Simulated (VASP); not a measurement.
BN, 4 atoms in the cell. The cell holds a slab with vacuum, 4 atoms: a = 2.509 Å, b = 2.509 Å, c = 32.600 Å, α = 90.00°, β = 90.00°, γ = 60.00°. 

```yaml
Program: VASP 6.6.1
Task: single point
Functional: PBE
Dispersion: D3(BJ)
Potentials_or_basis: VASP PAW PBE potentials, release 64 (B, N)
Cutoff: 520 eV
k_mesh: 10 × 10 × 1
Occupations: gaussian, width 0.02 eV
Spin: no spin polarisation
Dipole_correction: yes
Further_INCAR_settings: ALGO = Normal; EDIFF = 1e-06; NBANDS = 16
```

Potentials or basis: VASP PAW PBE potentials, release 64 (B, N).

Command:

```sh
$ cat potpaw_PBE.64/B/POTCAR potpaw_PBE.64/N/POTCAR > POTCAR
$ mpirun -np 1 vasp_std > vasp.out
```

Hardware: 1 thread of Intel(R) Xeon(R) Platinum 8488C (Sapphire Rapids) (shared host).

Problem. Estimate the wall time of this run.

Solution. Run time: 52 s on 1 thread of Intel(R) Xeon(R) Platinum 8488C (Sapphire Rapids), on a shared host, peak memory 0.3 GiB. Counts: scf iterations 21, k points 14.
